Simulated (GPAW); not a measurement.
Runs of GPAW 26.7.0 on Ti. It takes space group P6_3/mmc (No. 194, hexagonal). The conventional cell has a = 2.950 Å, b = 2.950 Å, c = 4.680 Å, α = 90.00°, β = 90.00°, γ = 120.00°. Ti (site symmetry -6m2) has 12 Ti at 2.89 to 2.95 Å as nearest neighbours. 

```csv
task,level,potentials or basis,k mesh,cutoff (eV),smearing,maxiter,band path,band points,smearing order,k mesh for the DOS,gap on the mesh (eV),pressure (GPa)
single point,PBEsol,"PAW data sets generated in the run's folder for this functional, pw",10 × 10 × 6,600,fermi-dirac 0.05 eV,150,-,-,-,-,none,-6.2
density of states,PBEsol+D3(BJ),"PAW data sets generated in the run's folder for this functional, pw",10 × 10 × 6,600,methfessel-paxton 0.1 eV,150,-,-,1,15 × 15 × 9,none,-11.6
band structure,RPBE,"the program's PAW data sets (release 1.2.1) made for this functional, pw",10 × 10 × 6,600,fermi-dirac 0.05 eV,150,"GMKGALHA,LM,KH",80,-,-,-,1.1
single point,PBE,"GPAW PAW data sets (gpaw-data 1.2.1), pw",10 × 10 × 6,600,gaussian 0.024 eV,150,-,-,-,-,none,-2.0
single point,PBE,"GPAW PAW data sets (gpaw-data 1.2.1), pw",10 × 10 × 6,600,gaussian 0.016 eV,150,-,-,-,-,none,-2.0
band structure,OLYP,"PAW data sets generated in the run's folder for this functional, pw",7 × 7 × 4,600,fermi-dirac 0.05 eV,150,"GMKGALHA,LM,KH",100,-,-,-,-1.5
single point,PBE,"GPAW PAW data sets (gpaw-data 1.2.1), pw",10 × 10 × 6,600,gaussian 0.026 eV,150,-,-,-,-,none,-2.0
single point,PBE,"GPAW PAW data sets (gpaw-data 1.2.1), pw",10 × 10 × 6,600,gaussian 0.028 eV,150,-,-,-,-,none,-2.0
single point,LDA,"the program's PAW data sets (release 1.2.1) made for this functional, pw",8 × 8 × 5,500,fermi-dirac 0.05 eV,120,-,-,-,-,none,(a)
band structure,TASK,"GPAW PAW data sets (gpaw-data 1.2.1), pw",7 × 7 × 4,600,fermi-dirac 0.05 eV,150,"GMKGALHA,LM,KH",60,-,-,-,(b)
band structure,r4SCAN,"GPAW PAW data sets (gpaw-data 1.2.1), pw",7 × 7 × 4,600,fermi-dirac 0.05 eV,150,"GMKGALHA,LM,KH",80,-,-,-,-2.7
```

Alike in all rows: no spin polarisation; cell as given.

Question: Estimate the missing entries.

Answer: (a) -9.8; (b) 3.8.

Caveats: the PAW data sets were made with another functional, which shifts forces and pressure a little (some runs); this smearing can pin the Fermi level at a band edge (some runs); pairwise dispersion overbinds metals, which lowers pressure and volume (some runs); the cutoff is short for stress and forces, so pressures can be off by a GPa or more (some runs).

A k mesh can miss the band edges.

A gap of «none» marks a metal or a gap under the smearing width.

Not every run made on this cell is shown here.
